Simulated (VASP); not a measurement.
Energy against volume of RuO₂ (rutile). Calculation: PBE GGA, VASP's PBE PAW potentials (set 64) (plane waves; VASP). Run with 520 eV cut-off, 7×7×10 Γ-centred mesh, first-order Methfessel-Paxton smearing of 0.10 eV, potentials Ru_pv O.

Shape and ions are relaxed at each volume.

```csv
V (Å³/atom),E (eV/atom)
10.010,-7.39730
10.329,-7.42359
10.649,-7.43199
10.968,-7.42530
```

Problem. Fit these four points and predict the energy of the run at 11.288 Å³/atom.

Solution. A cubic in V^(−2/3), the third-order Birch-Murnaghan form, passes through the four points with V0 = 10.66 Å³/atom and B0 = 251 GPa, and gives -7.4059 eV/atom there. The run gave -7.4059 eV/atom, -0.0 meV/atom from the fit; all five points give B0 = 250 GPa.

The compound is RuO2 in the rutile structure. It was relaxed first.
